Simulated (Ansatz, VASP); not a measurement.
# Two plane-wave programs on CdS

```
CELL_PARAMETERS angstrom
9.00000 0.00000 0.00000
0.00000 9.30000 0.00000
0.00000 0.00000 4.57121
ATOMIC_POSITIONS crystal
Cd 0.50000 0.50000 0.98253
S 0.50000 0.50000 0.48247
```

Alike in both runs: functional PBE; k mesh 1 × 1 × 14; occupations gaussian, width 0.05 eV; collinear spin.

Ansatz relaxed the structure, and its values are those at the end. VASP's run is a single point on that final structure, the one shown.

|  | VASP | Ansatz |
| --- | --- | --- |
| version | VASP 6.6.1 | Ansatz 0.2.0 |
| potentials or method | VASP PAW PBE potentials, release 64 (Cd, S) | scalar-relativistic, plane waves, PAW |
| plane-wave cutoff (eV) | 520 | 420 |
| valence electrons in the cell | 18 | 26 |

```tsv
	VASP	Ansatz	Ansatz less VASP
gap on the k mesh at the Fermi level (eV)	1.06	1.05	-0.008
least direct gap on the mesh (eV)	1.95	1.95	+0.003
rms of the force components (eV/Å)	0.004	0.004	-0.0003
net moment per atom (μB)	0.00	0.00	0.000
```

The two sets of potentials don't hold the same shells in valence. Ansatz warned: «seeded_moment_not_kept».

PBE gaps usually lie below the measured ones, often by a third to a half.
